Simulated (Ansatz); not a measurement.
ZnSiP2:

```
CELL_PARAMETERS angstrom
-2.68670 2.68670 5.23003
2.68670 -2.68670 5.23003
2.68670 2.68670 -5.23003
ATOMIC_POSITIONS crystal
Zn 0.75000 0.25000 0.50000
Zn 0.00000 0.00000 0.00000
P 0.14230 0.62500 0.01730
P 0.60770 0.12500 0.98270
P 0.87500 0.85770 0.48270
P 0.37500 0.39230 0.51730
Si 0.25000 0.75000 0.50000
Si 0.50000 0.50000 0.00000
```

The cell is a database's computed one.

Base run:

- Program: Ansatz 0.2.0
- Functional: revPBE
- Potentials or basis: Ansatz PAW
- Cutoff: 420 eV
- Density cutoff: 1680 eV
- k mesh: 5 × 5 × 5
- Occupations: fermi-dirac, width 0.05 eV
- Spin: no spin polarisation

Its results: band gap on the k mesh 1.37 eV, direct; pressure 3.7 GPa; largest force 0.015 eV/Å.

Problem. The run is repeated on the same cell with these changes: functional from revPBE to PBEsol. What comes out?

Solution. Band gap on the k mesh 1.19 eV, direct; pressure -0.7 GPa; largest force 0.160 eV/Å.

PBEsol binds more tightly than revPBE, so the same cell stands under less pressure.

Caveats: the PAW data sets come from PBE, with cores solved anew for the run's functional, which leaves a small shift of forces and pressure; the potentials were made for another functional, which shifts forces and pressure (some runs).

Not every run made on this cell is shown here.
